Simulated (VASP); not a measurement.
From an Ansatz input to VASP: HgTe (zincblende)

Ansatz input

```yaml
crystal:
  lattice:
    - [0.0, 3.2891578863, 3.2891578863]
    - [3.2891578863, 0.0, 3.2891578863]
    - [3.2891578863, 3.2891578863, 0.0]
  atoms:
    - { symbol: Hg, position: [0.0, 0.0, 0.0] }
    - { symbol: Te, position: [0.25, 0.25, 0.25] }
kpoints:
  mp_grid: { grid: [6, 6, 6] }
  band_path:
    path:
      - [0.0, 0.0, 0.0]
      - [-0.5, -0.5, 0.0]
      - [-0.375, -0.375, 0.25]
      - [-0.375, 0.0, 0.375]
      - [0.0, 0.0, 0.5]
      - [-0.5, -0.25, 0.25]
    npoints: 1
hamiltonian:
  xc: pbe
scf:
  occupations: { method: fermi_dirac, width: 0.02 }
  n_extra_bands: 4
output:
  forces: true
  stress: true
  eigenvalues: true
```

**Question.** Translate this input to VASP.

**Answer.** 

INCAR

```
LELF = .TRUE.
ISIF = 2
GGA = PE
SIGMA = 0.02
IBRION = -1
LASPH = .TRUE.
LCHARG = .TRUE.
LWAVE = .FALSE.
LREAL = .FALSE.
NELM = 120
NSW = 0
NBANDS = 16
EDIFF = 1E-7
ISMEAR = -1
PREC = Accurate
ENCUT = 520
```

KPOINTS

```
KPOINTS created by Atomic Simulation Environment
0
Gamma
6 6 6
0 0 0
```

KPOINTS_OPT

```
special points
6
Reciprocal
0.0000000000 0.0000000000 0.0000000000 1
-0.5000000000 -0.5000000000 0.0000000000 1
-0.3750000000 -0.3750000000 0.2500000000 1
-0.3750000000 0.0000000000 0.3750000000 1
0.0000000000 0.0000000000 0.5000000000 1
-0.5000000000 -0.2500000000 0.2500000000 1
```

POSCAR

```
Hg Te
 1.0000000000000000
     0.0000000000000000    3.2891578862915543    3.2891578862915543
     3.2891578862915543    0.0000000000000000    3.2891578862915543
     3.2891578862915543    3.2891578862915543    0.0000000000000000
 Hg  Te
   1   1
Cartesian
  0.0000000000000000  0.0000000000000000  0.0000000000000000
  1.6445789431457767  1.6445789431457767  1.6445789431457767
```

VASP ran with the recommended PBE PAW datasets (18 valence electrons in the cell). Other inputs would serve too.

```tsv
	Ansatz	VASP
gap between bands v and c	0.00 eV	0.00 eV
least direct gap	0.00 eV	0.00 eV
pressure	1.3 GPa	1.3 GPa
```

Each program uses its own PAW datasets. VASP's cell holds 18 valence electrons and Ansatz's 36. Ansatz's stress includes a Pulay correction; VASP's doesn't.
